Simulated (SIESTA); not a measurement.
**SiC (Moissanite) under changes of volume**

One of the cells (10.341 Å³/atom); the others are scaled copies at fixed shape and fractional positions:

```xyz
4
Lattice="3.0760 0.0000 0.0000 -1.5380 2.6639 0.0000 0.0000 0.0000 5.0480" Properties=species:S:1:pos:R:3 pbc="T T T"
Si    1.5380    0.8880    2.5240
Si    0.0000    1.7759    0.0000
C     1.5380    0.8880    4.4675
C     0.0000    1.7759    1.9435
```

```yaml
Program: SIESTA 5.4.2
Functional: PBEGcGxHEG
Potentials_or_basis: PseudoDojo 0.4 standard (PBE files)
Basis: DZP (energy shift 0.002 Ry)
Grid_cutoff: 500 Ry
Energy_shift: 0.002 Ry
k_mesh: 10 × 10 × 5
Occupations: fermi-dirac, width 0.05 eV
Spin: no spin polarisation
```

```csv
volume (Å³/atom),energy over the lowest point (meV/atom),pressure (GPa),gap on the mesh (eV),largest force (eV/Å)
9.721,42.80,19.5,2.06,0.954
9.927,?,?,?,?
10.134,7.93,7.9,2.13,0.878
10.341,0.95,3.0,2.17,0.842
10.548,0.00,-1.4,2.20,0.809
10.755,4.56,-5.5,2.23,0.777
10.961,14.13,-9.2,2.21,0.747
```

Task: What does the run at 9.927 Å³/atom give?

Result: Energy over the lowest point 21.63 meV/atom; pressure 13.4 GPa; gap on the mesh 2.10 eV; largest force 0.917 eV/Å.

Worked out: A Birch-Murnaghan fit of order 3 (a polynomial in V^(-2/3)) to the other rows has its minimum at 10.48 Å³/atom with B0 = V·E''(V) = 224 GPa and B' = 4.0 at fixed shape and positions, which overstates the stiffness. It gives 21.71 meV/atom at 9.927 Å³/atom, against the run's 21.63, and -dE/dV = 13.4 GPa, against 13.4. A parabola through the other rows of the gap, of slope 2.07 eV per unit of ln V there, gives 2.10 eV, against the run's 2.10.

Energies are extrapolated to zero smearing.

Caveats: the potentials were made for another functional, which shifts forces and pressure; an odd mesh through Γ misses points on the zone boundary, where band edges often lie; the basis of atomic orbitals isn't converged, which shifts pressures, moduli and gaps.
